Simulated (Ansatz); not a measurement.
Crystal: WC.

```
W C
1.0
     0.00000    2.19268    2.19268
     2.19268    0.00000    2.19268
     2.19268    2.19268    0.00000
W C
1 1
Direct
  0.00000 0.00000 0.00000
  0.50000 0.50000 0.50000
```

Measurements of this composition are mostly on another form, of space group No. 187.

```yaml
Program: Ansatz 0.2.0
Task: relaxation of cell and atoms
Functional: PBEsol
Dispersion: D3(BJ)-ATM
Potentials_or_basis: Ansatz PAW
Cutoff: "420 eV (not typed: the program's choice for these potentials)"
k_mesh: 10 × 10 × 10
Occupations: fermi-dirac, width 0.05 eV
Spin: no spin polarisation
```

At the start: volume 10.54 Å³/atom.

**Question.** How do energy, volume and symmetry change on relaxing?

**Answer.** It ends after 7 steps and the volume is 10.11 Å³/atom (-4.1 %); space group Fm-3m (No. 225, to 0.05 Å).

Step by step:
```
step  energy change (eV)  largest force (eV/Å)  volume (Å³)
   1              0.0000                0.0000        21.08
   2             -0.0351                0.0000        19.80
   3             -0.0453                0.0000        20.25
   4             -0.0454                0.0000        20.22
   5             -0.0439                0.0000        20.22
   6             -0.0439                0.0000        20.21
   7             -0.0439                0.0000        20.21
```

Final structure:
```xyz
2
Lattice="0.0000 2.1621 2.1621 2.1621 0.0000 2.1621 2.1621 2.1621 0.0000" Properties=species:S:1:pos:R:3 pbc="T T T"
W     0.0000    0.0000    0.0000
C     2.1621    2.1621    2.1621
```

Caveat: the plane-wave basis is chosen anew once the cell has moved, so the energies of steps on either side of that aren't comparable; the pressure holds a Pulay correction of +0.3 GPa for the finite cutoff; pairwise dispersion overbinds metals, which lowers pressure and volume; the PAW data sets come from PBE, with cores solved anew for the run's functional, which leaves a small shift of forces and pressure.
